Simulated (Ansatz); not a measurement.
**Ir: strain energy, fitted**

Ir, Fm-3m, a = 3.844 Å. Ansatz: r2SCAN, PAW, 500 eV, Γ-centred 20×20×14 mesh on 2 atoms, Gaussian smearing 0.10 eV; no spin polarisation. Series: biaxial strain in the a-b plane, c and atoms relaxed; x is the strain in per cent. The axes a, b, c are those of the computed cell (2.718, 2.718, 3.844 Å), along [1 1 0], [-1 1 0], [0 0 1] of the cell named above. y is the free energy over the unstrained cell, V0 = 14.202 Å³/atom.

| x (%) | y (meV/atom) |
| --- | --- |
| -3.0 | 60.61 |
| -2.0 | 26.08 |
| -1.0 | ? |
| 0.0 | 0.00 |
| 1.0 | 6.07 |
| 2.0 | 23.20 |
| 3.0 | 50.27 |

Task: Fit y = c2 x² + c3 x³ to the other rows, turn c2 into a modulus, and predict the missing energy.

Result: Least squares on the rows shown. y = 6.1605 x² − 0.19049 x³. In eV per unit strain² c2 is 61.60; M is the biaxial modulus (E = M V0 ε²): 61.60 × 160.2 / (14.202) = 695 GPa. At x = -1.0 the fit asked for gives 6.35 meV/atom. The run gave 6.24 meV/atom, so the fit is 0.11 meV/atom too high, within twice the rms miss on the fitted rows (0.07 meV/atom).

Spin–orbit coupling is left out, which can shift energies with elements as heavy as these.